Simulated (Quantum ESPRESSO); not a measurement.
# C (P6_3/mmc) in Quantum ESPRESSO: a series of runs

Runs on C. Level: PBE. Tasks: band structure.

The COD entry that gives the cell may itself be a prediction, so a difference from it is no test against experiment.

Everything below comes from runs of Quantum ESPRESSO 7.5. Logs are shortened: lines on timing, memory, paths and dates and some standing lists are left out, and cuts for length are marked.

**1. Starting point**

Symmetry: P6_3/mmc, No. 194, hexagonal system. The conventional cell has a = 2.522 Å, b = 2.522 Å, c = 8.237 Å, α = 90.00°, β = 90.00°, γ = 120.00°. C (site symmetry 3m) has 4 C at 1.54 Å as nearest neighbours. C (site symmetry 3m) has 4 C at 1.54 Å as nearest neighbours.

This is a hexagonal form of diamond, not graphite.

**2. Band structure, PBE**

pw.in

```
&CONTROL
  calculation = 'scf'
  prefix = 'pwscf'
  outdir = './tmp'
  pseudo_dir = './pseudo'
  tprnfor = .true.
  tstress = .true.
  disk_io = 'low'
/
&SYSTEM
  ibrav = 0
  celldm(1) = 8
  nat = 8
  ntyp = 1
  ecutwfc = 82
  nbnd = 24
  occupations = 'smearing'
  smearing = 'fd'
  degauss = 0.00367493
/
&ELECTRONS
  conv_thr = 1.6d-09
  electron_maxstep = 120
  mixing_beta = 0.5
/
ATOMIC_SPECIES
C     12.0110 C.upf
CELL_PARAMETERS alat
  0.5957597823648   0.0000000000000   0.0000000000000
 -0.2978798911824   0.5159431060846   0.0000000000000
  0.0000000000000   0.0000000000000   1.9457328826444
ATOMIC_POSITIONS crystal
C      0.6666666667    0.3333333333    0.8437500000
C      0.3333333333    0.6666666667    0.3437500000
C      0.6666666667    0.3333333333    0.6562500000
C      0.3333333333    0.6666666667    0.1562500000
C      0.0000000000    0.0000000000    0.9062500000
C      0.0000000000    0.0000000000    0.4062500000
C      0.0000000000    0.0000000000    0.5937500000
C      0.0000000000    0.0000000000    0.0937500000
K_POINTS automatic
12 12 4 0 0 0
```

bands.in

```
&CONTROL
  calculation = 'bands'
  prefix = 'pwscf'
  outdir = './tmp'
  pseudo_dir = './pseudo'
  disk_io = 'low'
  verbosity = 'high'
/
&SYSTEM
  ibrav = 0
  celldm(1) = 8
  nat = 8
  ntyp = 1
  ecutwfc = 82
  nbnd = 24
  occupations = 'smearing'
  smearing = 'fd'
  degauss = 0.00367493
/
&ELECTRONS
  conv_thr = 1d-08
  electron_maxstep = 120
  mixing_beta = 0.5
  diago_full_acc = .true.
  startingwfc = 'random'
/
ATOMIC_SPECIES
C     12.0110 C.upf
CELL_PARAMETERS alat
  0.5957597823648   0.0000000000000   0.0000000000000
 -0.2978798911824   0.5159431060846   0.0000000000000
  0.0000000000000   0.0000000000000   1.9457328826444
ATOMIC_POSITIONS crystal
C      0.6666666667    0.3333333333    0.8437500000
C      0.3333333333    0.6666666667    0.3437500000
C      0.6666666667    0.3333333333    0.6562500000
C      0.3333333333    0.6666666667    0.1562500000
C      0.0000000000    0.0000000000    0.9062500000
C      0.0000000000    0.0000000000    0.4062500000
C      0.0000000000    0.0000000000    0.5937500000
C      0.0000000000    0.0000000000    0.0937500000
K_POINTS crystal
60
 0.0000000000  0.0000000000  0.0000000000 1
 0.0555555556  0.0000000000  0.0000000000 1
 0.1111111111  0.0000000000  0.0000000000 1
 0.1666666667  0.0000000000  0.0000000000 1
 0.2222222222  0.0000000000  0.0000000000 1
 0.2777777778  0.0000000000  0.0000000000 1
 0.3333333333  0.0000000000  0.0000000000 1
 0.3888888889  0.0000000000  0.0000000000 1
 0.4444444444  0.0000000000  0.0000000000 1
 0.5000000000  0.0000000000  0.0000000000 1
 0.4666666667  0.0666666667  0.0000000000 1
 0.4333333333  0.1333333333  0.0000000000 1
 0.4000000000  0.2000000000  0.0000000000 1
 0.3666666667  0.2666666667  0.0000000000 1
 0.3333333333  0.3333333333  0.0000000000 1
 0.3000000000  0.3000000000  0.0000000000 1
 0.2666666667  0.2666666667  0.0000000000 1
 0.2333333333  0.2333333333  0.0000000000 1
 0.2000000000  0.2000000000  0.0000000000 1
 0.1666666667  0.1666666667  0.0000000000 1
 0.1333333333  0.1333333333  0.0000000000 1
 0.1000000000  0.1000000000  0.0000000000 1
 0.0666666667  0.0666666667  0.0000000000 1
 0.0333333333  0.0333333333  0.0000000000 1
 0.0000000000  0.0000000000  0.0000000000 1
 0.0000000000  0.0000000000  0.2500000000 1
 0.0000000000  0.0000000000  0.5000000000 1
 0.0555555556  0.0000000000  0.5000000000 1
 0.1111111111  0.0000000000  0.5000000000 1
 0.1666666667  0.0000000000  0.5000000000 1
 0.2222222222  0.0000000000  0.5000000000 1
 0.2777777778  0.0000000000  0.5000000000 1
 0.3333333333  0.0000000000  0.5000000000 1
 0.3888888889  0.0000000000  0.5000000000 1
 0.4444444444  0.0000000000  0.5000000000 1
 0.5000000000  0.0000000000  0.5000000000 1
 0.4666666667  0.0666666667  0.5000000000 1
 0.4333333333  0.1333333333  0.5000000000 1
 0.4000000000  0.2000000000  0.5000000000 1
 0.3666666667  0.2666666667  0.5000000000 1
 0.3333333333  0.3333333333  0.5000000000 1
 0.3076923077  0.3076923077  0.5000000000 1
 0.2820512821  0.2820512821  0.5000000000 1
 0.2564102564  0.2564102564  0.5000000000 1
 0.2307692308  0.2307692308  0.5000000000 1
 0.2051282051  0.2051282051  0.5000000000 1
 0.1794871795  0.1794871795  0.5000000000 1
 0.1538461538  0.1538461538  0.5000000000 1
 0.1282051282  0.1282051282  0.5000000000 1
 0.1025641026  0.1025641026  0.5000000000 1
 0.0769230769  0.0769230769  0.5000000000 1
 0.0512820513  0.0512820513  0.5000000000 1
 0.0256410256  0.0256410256  0.5000000000 1
 0.0000000000  0.0000000000  0.5000000000 1
 0.5000000000  0.0000000000  0.5000000000 1
 0.5000000000  0.0000000000  0.2500000000 1
 0.5000000000  0.0000000000  0.0000000000 1
 0.3333333333  0.3333333333  0.0000000000 1
 0.3333333333  0.3333333333  0.2500000000 1
 0.3333333333  0.3333333333  0.5000000000 1
```

Potentials or basis: PseudoDojo 0.4.1 SR PBE standard.

Run with:

```
$ OMP_NUM_THREADS=1 pw.x -in pw.in > pw.out
$ OMP_NUM_THREADS=1 pw.x -in bands.in > bands.out
```

pw.out:

```text
This program is part of the open-source Quantum ESPRESSO suite
     for quantum simulation of materials; please cite
         "P. Giannozzi et al., J. Phys.:Condens. Matter 21 395502 (2009);
         "P. Giannozzi et al., J. Phys.:Condens. Matter 29 465901 (2017);
         "P. Giannozzi et al., J. Chem. Phys. 152 154105 (2020);
     in publications or presentations arising from this work. More details at

     Message from routine setup:
     using ibrav=0 with symmetry is DISCOURAGED, use correct ibrav instead

     G-vector sticks info
     --------------------
     sticks:   dense  smooth     PW     G-vecs:    dense   smooth      PW
     Sum         511     511    151                30755    30755    5071

     Using Slab Decomposition

     bravais-lattice index     =            0
     lattice parameter (alat)  =       8.0000  a.u.
     unit-cell volume          =     306.2148 (a.u.)^3
     number of atoms/cell      =            8
     number of atomic types    =            1
     number of electrons       =        32.00
     number of Kohn-Sham states=           24
     kinetic-energy cutoff     =      82.0000  Ry
     charge density cutoff     =     328.0000  Ry
     scf convergence threshold =      1.6E-09
     mixing beta               =       0.5000
     number of iterations used =            8  plain     mixing
     Exchange-correlation= PBE
                           (   1   4   3   4   0   0   0)

     celldm(1)=   8.000000  celldm(2)=   0.000000  celldm(3)=   0.000000
     celldm(4)=   0.000000  celldm(5)=   0.000000  celldm(6)=   0.000000

     crystal axes: (cart. coord. in units of alat)
               a(1) = (   0.595760   0.000000   0.000000 )
               a(2) = (  -0.297880   0.515943   0.000000 )
               a(3) = (   0.000000   0.000000   1.945733 )

     reciprocal axes: (cart. coord. in units 2 pi/alat)
               b(1) = (  1.678529  0.969099 -0.000000 )
               b(2) = (  0.000000  1.938198  0.000000 )
               b(3) = (  0.000000 -0.000000  0.513945 )

     PseudoPot. # 1 for C  read from file:
     C.upf
     Pseudo is Norm-conserving + core correction, Zval =  4.0
     Generated using ONCVPSP code by D. R. Hamann
     Using radial grid of 1248 points,  4 beta functions with:
                l(1) =   0
                l(2) =   0
                l(3) =   1
                l(4) =   1

     atomic species   valence    mass     pseudopotential
     C                 4.00    12.01100     C ( 1.00)

     24 Sym. Ops., with inversion, found (12 have fractional translation)

   Cartesian axes

     site n.     atom                  positions (alat units)
         1        C      tau(   1) = (   0.2978799   0.1719810   1.6417121  )
         2        C      tau(   2) = (  -0.0000000   0.3439621   0.6688457  )
         3        C      tau(   3) = (   0.2978799   0.1719810   1.2768872  )
         4        C      tau(   4) = (  -0.0000000   0.3439621   0.3040208  )
         5        C      tau(   5) = (   0.0000000   0.0000000   1.7633204  )
         6        C      tau(   6) = (   0.0000000   0.0000000   0.7904540  )
         7        C      tau(   7) = (   0.0000000   0.0000000   1.1552789  )
         8        C      tau(   8) = (   0.0000000   0.0000000   0.1824125  )

     number of k points=    57  Fermi-Dirac smearing, width (Ry)=  0.0037
                       cart. coord. in units 2pi/alat
        k(    1) = (   0.0000000   0.0000000   0.0000000), wk =   0.0034722
        k(    2) = (   0.0000000   0.0000000   0.1284863), wk =   0.0069444
        k(    3) = (   0.0000000   0.0000000  -0.2569726), wk =   0.0034722
        k(    4) = (   0.0000000   0.1615165   0.0000000), wk =   0.0208333
        k(    5) = (   0.0000000   0.1615165   0.1284863), wk =   0.0416667
        k(    6) = (   0.0000000   0.1615165  -0.2569726), wk =   0.0208333
[... 49 lines left out ...]
        k(   56) = (   0.5595096   0.9690991   0.1284863), wk =   0.0138889
        k(   57) = (   0.5595096   0.9690991  -0.2569726), wk =   0.0069444

     Dense  grid:    30755 G-vectors     FFT dimensions: (  27,  27,  90)

     Initial potential from superposition of free atoms

     starting charge      31.9996, renormalised to      32.0000
     Starting wfcs are   32 randomized atomic wfcs

     Self-consistent Calculation

     iteration #  1     ecut=    82.00 Ry     beta= 0.50
     Davidson diagonalization with overlap
     ethr =  1.00E-02,  avg # of iterations =  3.0

     total energy              =     -96.30150070 Ry
     estimated scf accuracy    <       0.44129077 Ry

     iteration #  2     ecut=    82.00 Ry     beta= 0.50
     Davidson diagonalization with overlap
     ethr =  1.38E-03,  avg # of iterations =  1.3
[... 4 lines left out ...]
     iteration #  3     ecut=    82.00 Ry     beta= 0.50
     Davidson diagonalization with overlap
     ethr =  2.27E-04,  avg # of iterations =  4.9

     total energy              =     -96.29587776 Ry
     estimated scf accuracy    <       0.00079506 Ry

     iteration #  4     ecut=    82.00 Ry     beta= 0.50
     Davidson diagonalization with overlap
     c_bands:  2 eigenvalues not converged
     c_bands:  1 eigenvalues not converged
     c_bands:  1 eigenvalues not converged
     c_bands:  1 eigenvalues not converged
     ethr =  2.48E-06,  avg # of iterations = 11.7

     total energy              =     -96.29613850 Ry
     estimated scf accuracy    <       0.00025917 Ry

     iteration #  5     ecut=    82.00 Ry     beta= 0.50
     Davidson diagonalization with overlap
     c_bands:  1 eigenvalues not converged
     ethr =  8.10E-07,  avg # of iterations =  1.5

     total energy              =     -96.29614782 Ry
     estimated scf accuracy    <       0.00001394 Ry

     iteration #  6     ecut=    82.00 Ry     beta= 0.50
     Davidson diagonalization with overlap
     ethr =  4.36E-08,  avg # of iterations =  2.0

     total energy              =     -96.29615116 Ry
     estimated scf accuracy    <       0.00000212 Ry
[... 12 lines left out ...]
     total energy              =     -96.29615109 Ry
     estimated scf accuracy    <       0.00000001 Ry

     iteration #  9     ecut=    82.00 Ry     beta= 0.50
     Davidson diagonalization with overlap
     ethr =  4.65E-11,  avg # of iterations =  4.1

     End of self-consistent calculation

          k = 0.0000 0.0000 0.0000 (  3825 PWs)   bands (ev):

    -8.1437  -6.4504  -6.4003  -2.3321  -0.0484   6.7514   6.8284  10.4493
    10.4493  11.5259  11.5259  11.7492  11.7492  13.2721  13.4948  13.4948
    18.7144  18.7144  19.2379  20.5399  20.5400  20.9066  21.4771  21.4772

          k = 0.0000 0.0000 0.1285 (  3807 PWs)   bands (ev):

    -8.0354  -7.1732  -5.4773  -3.1247   0.9242   4.6783   8.9272  10.5278
    10.5278  11.1294  11.1294  12.2283  12.2283  12.5822  13.2989  13.2989
    18.9432  18.9432  19.5917  20.1597  20.1597  20.7350  21.7538  21.7541
[... 91 lines left out ...]
          k = 0.0000 0.8076-0.2570 (  3844 PWs)   bands (ev):

    -3.6316  -3.6316  -0.7205  -0.7205   1.0090   1.0090   3.4565   3.4565
     6.1694   6.1694   7.5707   7.5707   9.2601   9.2601   9.9753   9.9753
    18.3589  18.3589  20.7179  20.7179  21.2850  21.2850  23.1253  23.1253

          k = 0.0000-0.9691 0.0000 (  3858 PWs)   bands (ev):

    -2.7883  -2.1346  -1.2909  -0.1617   0.0131   0.3344   2.9766   3.4469
     4.9643   6.3313   7.0357   8.4559   8.4774   8.9372   9.7820  10.5536
    18.0194  19.1598  19.4150  19.5701  20.5224  21.8687  22.0653  24.7893

          k = 0.0000-0.9691 0.1285 (  3856 PWs)   bands (ev):

    -2.7092  -2.2400  -1.3009  -0.6381   0.4068   0.9779   2.3348   2.9439
     5.6555   6.7035   7.1316   7.8699   8.6927   9.1501   9.4505  10.3509
    18.1062  18.8287  19.6792  20.2574  20.8075  21.7879  22.2308  23.6059

          k = 0.0000-0.9691-0.2570 (  3860 PWs)   bands (ev):

    -2.4936  -2.4936  -1.0947  -1.0947   1.2512   1.2512   2.0019   2.0019
     6.6428   6.6428   7.4148   7.4148   8.7667   8.7667   9.8266   9.8266
    18.3763  18.3763  20.6638  20.6638  21.1140  21.1140  23.2190  23.2194

          k = 0.1399 0.2423 0.0000 (  3823 PWs)   bands (ev):

    -7.6332  -5.9500  -5.8972  -1.8771   0.4159   6.9546   7.0301   8.3775
     9.0483   9.8402   9.9058  10.4312  10.5733  11.8762  12.5738  12.5785
    19.2365  19.3576  19.9536  20.7167  21.3567  21.4961  22.1926  22.2764
[... 205 lines left out ...]
          k = 0.5595 0.9691-0.2570 (  3840 PWs)   bands (ev):

    -0.7649  -0.7649  -0.6496  -0.6496   1.7854   1.7854   2.4803   2.4803
     4.1024   4.1024   4.9566   4.9566   8.1244   8.1244   8.3829   8.3829
    18.7859  18.7859  23.3220  23.3220  24.5888  24.5888  25.3859  25.3862

     the Fermi energy is    15.4346 ev

!    total energy              =     -96.29615110 Ry
     estimated scf accuracy    <          5.2E-10 Ry
     smearing contrib. (-TS)   =       0.00000000 Ry
     internal energy E=F+TS    =     -96.29615110 Ry

     The total energy is F=E-TS. E is the sum of the following terms:
     one-electron contribution =      32.85309747 Ry
     hartree contribution      =       7.79552948 Ry
     xc contribution           =     -34.72210088 Ry
     ewald contribution        =    -102.22267716 Ry

     convergence has been achieved in   9 iterations

     Forces acting on atoms (cartesian axes, Ry/au):

     atom    1 type  1   force =    -0.00000000   -0.00000000    0.01234388
     atom    2 type  1   force =    -0.00000000   -0.00000000    0.01234388
     atom    3 type  1   force =    -0.00000000   -0.00000000   -0.01234388
     atom    4 type  1   force =     0.00000000    0.00000000   -0.01234388
     atom    5 type  1   force =     0.00000000   -0.00000000    0.01280113
     atom    6 type  1   force =    -0.00000000   -0.00000000    0.01280113
     atom    7 type  1   force =     0.00000000    0.00000000   -0.01280113
     atom    8 type  1   force =    -0.00000000    0.00000000   -0.01280113

     Total force =     0.035566     Total SCF correction =     0.000034

     Computing stress (Cartesian axis) and pressure

          total   stress  (Ry/bohr**3)                   (kbar)     P=       23.26
  -0.00012042  -0.00000000   0.00000000          -17.72       -0.00        0.00
  -0.00000000  -0.00012042   0.00000000           -0.00      -17.72        0.00
   0.00000000   0.00000000   0.00071520            0.00        0.00      105.21

=------------------------------------------------------------------------------=
   JOB DONE.
=------------------------------------------------------------------------------=
```

Wall time 3.4 min (1 thread of Arm Neoverse V1, shared host); peak memory 0.13 GiB.

What came out:

```yaml
Free_energy: -1310.1759 eV
Pressure: 2.3 GPa
Largest_force: 0.329 eV/Å
Band_gap_on_the_k_mesh: 4.47 eV, indirect (least direct gap 5.22 eV)
Band_gap_along_the_path: 4.48 eV, indirect (least direct gap 5.22 eV)
```

Forces in eV/Å, atoms in the order of the input:
```
C    0.000  0.000  0.317
C    0.000  0.000  0.317
C    0.000  0.000 -0.317
C    0.000  0.000 -0.317
C    0.000  0.000  0.329
C    0.000  0.000  0.329
C    0.000  0.000 -0.329
C    0.000  0.000 -0.329
```

Levels at the corners of the path, in eV from the valence-band top:
| point | band 12 | band 13 | band 14 | band 15 | band 16 | band 17 | band 18 | band 19 | band 20 | band 21 |
| --- | --- | --- | --- | --- | --- | --- | --- | --- | --- | --- |
| Γ | -1.75 | -1.75 | -0.22 | 0.00 | 0.00 | 5.22 | 5.22 | 5.74 | 7.05 | 7.05 |
| M | -5.04 | -5.02 | -4.56 | -3.71 | -2.94 | 4.52 | 5.67 | 5.92 | 6.08 | 7.03 |
| K | -7.47 | -7.15 | -5.67 | -5.67 | -4.04 | 6.33 | 6.33 | 7.97 | 8.51 | 8.51 |
| Γ | -1.75 | -1.75 | -0.22 | 0.00 | 0.00 | 5.22 | 5.22 | 5.74 | 7.05 | 7.05 |
| A | -2.54 | -0.68 | -0.68 | -0.68 | -0.68 | 6.01 | 6.01 | 6.01 | 6.01 | 6.75 |
| L | -6.08 | -4.73 | -4.73 | -3.67 | -3.67 | 4.88 | 4.88 | 7.17 | 7.17 | 7.62 |
| H | -8.54 | -5.37 | -5.37 | -5.11 | -5.11 | 5.29 | 5.29 | 9.83 | 9.83 | 11.09 |
| A | -2.54 | -0.68 | -0.68 | -0.68 | -0.68 | 6.01 | 6.01 | 6.01 | 6.01 | 6.75 |
| L | -6.08 | -4.73 | -4.73 | -3.67 | -3.67 | 4.88 | 4.88 | 7.17 | 7.17 | 7.62 |
| M | -5.04 | -5.02 | -4.56 | -3.71 | -2.94 | 4.52 | 5.67 | 5.92 | 6.08 | 7.03 |
| K | -7.47 | -7.15 | -5.67 | -5.67 | -4.04 | 6.33 | 6.33 | 7.97 | 8.51 | 8.51 |
| H | -8.54 | -5.37 | -5.37 | -5.11 | -5.11 | 5.29 | 5.29 | 9.83 | 9.83 | 11.09 |

Caveat: some levels on the path didn't converge. As with any semilocal functional, this PBE gap is likely too small.

[end of part 1 of 3]
